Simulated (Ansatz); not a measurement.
# Rhodium, fcc under LDA: how the plane-wave cutoff moves the result, part 1 of 2

A convergence test of the plane-wave cutoff. The geometry was relaxed under LDA beforehand and stays fixed; 9 values are run, from 150 to 800 eV. Wanted are the values from which on the energy stays within 10 and 1 meV/atom, and the pressure within 0.5 GPa, of the last run. Within the series other settings stay, but some runs also write fields, which adds to their time. Spin polarisation is left out.

Computed with Ansatz 0.2.0 (DFT LDA, plane waves with PAW, scalar-relativistic, unless a step says otherwise).

## Step 1: Starting point

It takes space group Fm-3m (No. 225, cubic). Conventional cell: a = 3.755 Å, b = 3.755 Å, c = 3.755 Å, α = 90.00°, β = 90.00°, γ = 90.00°. Rh (site symmetry m-3m) is surrounded by 12 Rh at 2.66 Å.

Coordinates:

```cif
data_structure
_symmetry_space_group_name_H-M 'P 1'
_symmetry_Int_Tables_number 1
_cell_length_a 2.6554
_cell_length_b 2.6554
_cell_length_c 2.6554
_cell_angle_alpha 60.000
_cell_angle_beta 60.000
_cell_angle_gamma 60.000
_cell_volume 13.24
loop_
_atom_site_label
_atom_site_type_symbol
_atom_site_fract_x
_atom_site_fract_y
_atom_site_fract_z
_atom_site_occupancy
Rh1 Rh 0.00000 0.00000 0.00000 1
```

## Step 2: The usual settings first

The input, input.yaml:

```yaml
crystal:
  lattice:
    - [0.0, 1.8776226225, 1.8776226225]
    - [1.8776226225, 0.0, 1.8776226225]
    - [1.8776226225, 1.8776226225, 0.0]
  atoms:
    - { symbol: Rh, position: [0.0, 0.0, 0.0] }
hamiltonian:
  xc: lda
  pseudopotentials:
    kind: paw
    azcp:
      Rh: "pseudopotentials/Rh.paw.azcp"
basis:
  ecutwfc: 420
  fft_grid_basis: typed
kpoints:
  mp_grid: { grid: [24, 24, 24], shift: [0, 0, 0] }
magnetization:
  spin_polarized: false
scf:
  occupations: { method: fermi_dirac, width: 0.1 }
  lower_state_search: "off"
output:
  stress: true
  write_density: true
  write_potential: true
  elf: true
  volumetric_format: npy
```

On the command line:

```console
ansatz run input.yaml --threads 2 --pin off --max-ram 5120MiB --backend cpu --events-out ev --progress --plain --runs-dir out
```

Log (excerpt; [...] marks lines left out):

```text
Warning: <dir> the record states the generating functional pbe (its physics header spells it `PBE`), which answers neither for hamiltonian.xc's functional nor for the lda family's — results may be inconsistent (PPs are generated against a specific XC)
Warning: RAYON_NUM_THREADS=2 ignored (pool sized by the plan → 2); use --threads N
[...]
Pseudopotentials: kind: paw
Pseudopotential: Rh, paw, valence charge 17, recommended cutoff 420 eV (normal), <dir>
Functional definition: SPW92
[...]
Crystal: 1 atoms, lattice volume = 13.239 Å³
Basis set: ecut = 420 eV, 259 PW (Γ)
Bands: 13, of which v1, the nominal top of the filled ones, is band 9 counted from 1 (8 counted from 0)
Symmetry: 48 space group operations
Space group: Fm-3m (ITA 225), of the structure as read, at distance tolerance 2.4e-5 Å
k-points: 413 of 13824
[...]
SCF iter   1: F=—  HF=-6278.671894 eV  |F-HF|=—  |Δ(HF+E_count)|=         —  Δρ=1.07e-2  dr2=8.26e-3  ethr=1.77e-3  ⟨swp⟩=4.8  Hψ=29353  notcnv=0
[...]
SCF iter   6: F=-6278.669412 eV  HF=-6278.669412 eV  |F-HF|=4.85e-10  |Δ(HF+E_count)|=   1.37e-8  Δρ=5.87e-6  dr2=8.74e-10  ethr=2.68e-10  ⟨swp⟩=5.5  Hψ=28152  notcnv=0
[...]
SCF converged after 6 iterations
Free energy (F): -6278.669412 eV
[...]
E sigma→0 (E₀):  -6278.649024 eV
Entropy (-TS):   -0.040777 eV (-40.777 meV/atom)
Fermi energy:    23.167258 eV
[...]
--- Stress (GPa, compression-positive) ---
       -0.036920       0.000000       0.000000
        0.000000      -0.036920       0.000000
       -0.000000      -0.000000      -0.036920
  P = ⅓ Tr σ = -0.0369 GPa (-0.369 kbar)
--- Band table (eV; the first three rows and the last of 413) ---
  k-point 0: bands = ["-55.6754", "-23.1507", "-23.1507", "-23.1507", "14.8385", "19.8799", "19.8799", "19.8799", "22.1312", "22.1312", "38.9136", "44.3951", "44.3951"]
[...]
```

Wall time 3 s (2 threads of Intel Xeon Platinum 8259CL at 2.50GHz (Skylake/Cascade Lake), shared host); peak memory 0.41 GiB.

## Step 3: With a cutoff of 150 eV

The run at 150 eV.

input.yaml, as its differences from that of step 2:

```diff
@@ -14,6 +14,6 @@
 basis:
-  ecutwfc: 420
+  ecutwfc: 150
   fft_grid_basis: typed
 kpoints:
-  mp_grid: { grid: [24, 24, 24], shift: [0, 0, 0] }
+  mp_grid: { grid: [14, 14, 14], shift: [0, 0, 0] }
 magnetization:
@@ -25,5 +25 @@
   stress: true
-  write_density: true
-  write_potential: true
-  elf: true
-  volumetric_format: npy
```

On the command line:

```console
ansatz run input.yaml --threads 2 --pin off --max-ram 5120MiB --backend cpu --events-out ev --progress --plain --runs-dir out
```

Log (excerpt; [...] marks lines left out):

```text
Warning: basis.ecutwfc = 150 eV is below the records' recommended 420 eV, and the density's cutoff is lower with it unless basis.ecutrho_ratio is high enough to keep the records' density cutoff: compare with a run at a higher cutoff
Warning: <dir> the record states the generating functional pbe (its physics header spells it `PBE`), which answers neither for hamiltonian.xc's functional nor for the lda family's — results may be inconsistent (PPs are generated against a specific XC)
Warning: RAYON_NUM_THREADS=2 ignored (pool sized by the plan → 2); use --threads N
[...]
[... 3 set-up lines as earlier in the session ...]
[...]
Crystal: 1 atoms, lattice volume = 13.239 Å³
Basis set: ecut = 150 eV, 59 PW (Γ)
Bands: 13, of which v1, the nominal top of the filled ones, is band 9 counted from 1 (8 counted from 0)
[... 2 set-up lines as earlier in the session ...]
k-points: 104 of 2744
[...]
SCF iter   1: F=—  HF=-6239.139849 eV  |F-HF|=—  |Δ(HF+E_count)|=         —  Δρ=5.36e-1  dr2=2.35e1  ethr=1.77e-3  ⟨swp⟩=4.3  Hψ=6395  notcnv=0
[...]
SCF iter   6: F=-6227.381093 eV  HF=-6227.381093 eV  |F-HF|=5.99e-10  |Δ(HF+E_count)|=   1.34e-8  Δρ=5.80e-6  dr2=1.68e-9  ethr=5.88e-10  ⟨swp⟩=3.1  Hψ=3536  notcnv=0
[...]
SCF converged after 6 iterations
Free energy (F): -6227.381093 eV
[...]
E sigma→0 (E₀):  -6227.365510 eV
Entropy (-TS):   -0.031166 eV (-31.166 meV/atom)
Fermi energy:    24.463027 eV
[...]
--- Stress (GPa, compression-positive) ---
     -155.522966      -0.000000       0.000000
        0.000000    -155.522966       0.000000
        0.000000       0.000000    -155.522966
  P = ⅓ Tr σ = -155.5230 GPa (-1555.230 kbar)
```

Run time: 0.57 s. Hardware: 2 threads of Intel Xeon Platinum 8259CL at 2.50GHz (Skylake/Cascade Lake), shared host; peak memory 0.3 GiB.

## Step 4: With a cutoff of 200 eV

The run at 200 eV.

input.yaml, as its differences from that of step 3:

```diff
@@ -14,3 +14,3 @@
 basis:
-  ecutwfc: 150
+  ecutwfc: 200
   fft_grid_basis: typed
@@ -25 +25,5 @@
   stress: true
+  write_density: true
+  write_potential: true
+  elf: true
+  volumetric_format: npy
```

On the command line:

```console
ansatz run input.yaml --threads 2 --pin off --max-ram 5120MiB --backend cpu --events-out ev --progress --plain --runs-dir out
```

Log (excerpt; [...] marks lines left out):

```text
Warning: basis.ecutwfc = 200 eV is below the records' recommended 420 eV, and the density's cutoff is lower with it unless basis.ecutrho_ratio is high enough to keep the records' density cutoff: compare with a run at a higher cutoff
Warning: <dir> the record states the generating functional pbe (its physics header spells it `PBE`), which answers neither for hamiltonian.xc's functional nor for the lda family's — results may be inconsistent (PPs are generated against a specific XC)
Warning: RAYON_NUM_THREADS=2 ignored (pool sized by the plan → 2); use --threads N
[...]
[... 3 set-up lines as earlier in the session ...]
[...]
Crystal: 1 atoms, lattice volume = 13.239 Å³
Basis set: ecut = 200 eV, 65 PW (Γ)
Bands: 13, of which v1, the nominal top of the filled ones, is band 9 counted from 1 (8 counted from 0)
[... 2 set-up lines as earlier in the session ...]
k-points: 104 of 2744
[...]
SCF iter   1: F=—  HF=-6268.863623 eV  |F-HF|=—  |Δ(HF+E_count)|=         —  Δρ=1.99e-1  dr2=2.69e0  ethr=1.77e-3  ⟨swp⟩=4.9  Hψ=6468  notcnv=0
[...]
SCF iter   7: F=-6267.689906 eV  HF=-6267.689906 eV  |F-HF|=2.53e-10  |Δ(HF+E_count)|=   7.12e-8  Δρ=2.22e-6  dr2=4.21e-10  ethr=5.88e-10  ⟨swp⟩=6.1  Hψ=6148  notcnv=0
[...]
SCF converged after 7 iterations
Free energy (F): -6267.689906 eV
[...]
E sigma→0 (E₀):  -6267.664326 eV
Entropy (-TS):   -0.051160 eV (-51.160 meV/atom)
Fermi energy:    22.908559 eV
[...]
--- Stress (GPa, compression-positive) ---
      -27.578223       0.000000       0.000000
       -0.000000     -27.578223      -0.000000
        0.000000      -0.000000     -27.578223
  P = ⅓ Tr σ = -27.5782 GPa (-275.782 kbar)
--- Band table (eV; the first three rows and the last of 104) ---
  k-point 0: bands = ["-57.8255", "-24.0376", "-24.0376", "-24.0376", "14.8436", "21.4139", "21.4139", "21.4139", "22.9496", "22.9496", "39.4120", "45.0613", "45.0613"]
[...]
```

Run time: 0.76 s. Hardware: 2 threads of Intel Xeon Platinum 8259CL at 2.50GHz (Skylake/Cascade Lake), shared host; peak memory 0.32 GiB.

## Step 5: With a cutoff of 250 eV

The run at 250 eV.

input.yaml, as its differences from that of step 4:

```diff
@@ -14,3 +14,3 @@
 basis:
-  ecutwfc: 200
+  ecutwfc: 250
   fft_grid_basis: typed
```

On the command line:

```console
ansatz run input.yaml --threads 2 --pin off --max-ram 5120MiB --backend cpu --events-out ev --progress --plain --runs-dir out
```

Log (excerpt; [...] marks lines left out):

```text
Warning: basis.ecutwfc = 250 eV is below the records' recommended 420 eV, and the density's cutoff is lower with it unless basis.ecutrho_ratio is high enough to keep the records' density cutoff: compare with a run at a higher cutoff
Warning: <dir> the record states the generating functional pbe (its physics header spells it `PBE`), which answers neither for hamiltonian.xc's functional nor for the lda family's — results may be inconsistent (PPs are generated against a specific XC)
Warning: RAYON_NUM_THREADS=2 ignored (pool sized by the plan → 2); use --threads N
[...]
[... 3 set-up lines as earlier in the session ...]
[...]
Crystal: 1 atoms, lattice volume = 13.239 Å³
Basis set: ecut = 250 eV, 113 PW (Γ)
Bands: 13, of which v1, the nominal top of the filled ones, is band 9 counted from 1 (8 counted from 0)
[... 2 set-up lines as earlier in the session ...]
k-points: 104 of 2744
[...]
SCF iter   1: F=—  HF=-6277.025344 eV  |F-HF|=—  |Δ(HF+E_count)|=         —  Δρ=5.47e-2  dr2=1.79e-1  ethr=1.77e-3  ⟨swp⟩=4.8  Hψ=6657  notcnv=0
[...]
SCF iter   6: F=-6276.948645 eV  HF=-6276.948645 eV  |F-HF|=2.23e-10  |Δ(HF+E_count)|=   6.23e-8  Δρ=3.70e-6  dr2=6.19e-10  ethr=5.88e-10  ⟨swp⟩=7.0  Hψ=7517  notcnv=0
[...]
SCF converged after 6 iterations
Free energy (F): -6276.948645 eV
[...]
E sigma→0 (E₀):  -6276.930148 eV
Entropy (-TS):   -0.036994 eV (-36.994 meV/atom)
Fermi energy:    23.185649 eV
[...]
--- Stress (GPa, compression-positive) ---
       15.931881       0.000000       0.000000
        0.000000      15.931881       0.000000
        0.000000      -0.000000      15.931881
  P = ⅓ Tr σ = 15.9319 GPa (159.319 kbar)
--- Band table (eV; the first three rows and the last of 104) ---
  k-point 0: bands = ["-56.1915", "-23.4441", "-23.4441", "-23.4441", "14.8320", "19.9457", "19.9457", "19.9457", "22.1560", "22.1560", "39.0662", "44.6184", "44.6184"]
[...]
```

Run time: 0.82 s. Hardware: 2 threads of Intel Xeon Platinum 8259CL at 2.50GHz (Skylake/Cascade Lake), shared host; peak memory 0.32 GiB.

## Step 6: With a cutoff of 300 eV

The run at 300 eV.

input.yaml, as its differences from that of step 5:

```diff
@@ -14,3 +14,3 @@
 basis:
-  ecutwfc: 250
+  ecutwfc: 300
   fft_grid_basis: typed
@@ -25,5 +25 @@
   stress: true
-  write_density: true
-  write_potential: true
-  elf: true
-  volumetric_format: npy
```

On the command line:

```console
ansatz run input.yaml --threads 2 --pin off --max-ram 5120MiB --backend cpu --events-out ev --progress --plain --runs-dir out
```

Log (excerpt; [...] marks lines left out):

```text
Warning: basis.ecutwfc = 300 eV is below the records' recommended 420 eV, and the density's cutoff is lower with it unless basis.ecutrho_ratio is high enough to keep the records' density cutoff: compare with a run at a higher cutoff
Warning: <dir> the record states the generating functional pbe (its physics header spells it `PBE`), which answers neither for hamiltonian.xc's functional nor for the lda family's — results may be inconsistent (PPs are generated against a specific XC)
Warning: RAYON_NUM_THREADS=2 ignored (pool sized by the plan → 2); use --threads N
[...]
[... 3 set-up lines as earlier in the session ...]
[...]
Crystal: 1 atoms, lattice volume = 13.239 Å³
Basis set: ecut = 300 eV, 169 PW (Γ)
Bands: 13, of which v1, the nominal top of the filled ones, is band 9 counted from 1 (8 counted from 0)
[... 2 set-up lines as earlier in the session ...]
k-points: 104 of 2744
[...]
SCF iter   1: F=—  HF=-6278.491165 eV  |F-HF|=—  |Δ(HF+E_count)|=         —  Δρ=1.51e-2  dr2=1.72e-2  ethr=1.77e-3  ⟨swp⟩=4.8  Hψ=7070  notcnv=0
[...]
SCF iter   6: F=-6278.485102 eV  HF=-6278.485102 eV  |F-HF|=5.46e-12  |Δ(HF+E_count)|=   4.11e-9  Δρ=8.62e-7  dr2=2.88e-11  ethr=8.14e-11  ⟨swp⟩=2.0  Hψ=3925  notcnv=0
[...]
SCF converged after 6 iterations
Free energy (F): -6278.485102 eV
[...]
E sigma→0 (E₀):  -6278.465314 eV
Entropy (-TS):   -0.039575 eV (-39.575 meV/atom)
Fermi energy:    23.165951 eV
[...]
--- Stress (GPa, compression-positive) ---
        1.318160       0.000000      -0.000000
        0.000000       1.318160       0.000000
        0.000000       0.000000       1.318160
  P = ⅓ Tr σ = 1.3182 GPa (13.182 kbar)
```

Wall time 0.69 s (2 threads of Intel Xeon Platinum 8259CL at 2.50GHz (Skylake/Cascade Lake), shared host); peak memory 0.31 GiB.

(Continued in part 2 of 2.)
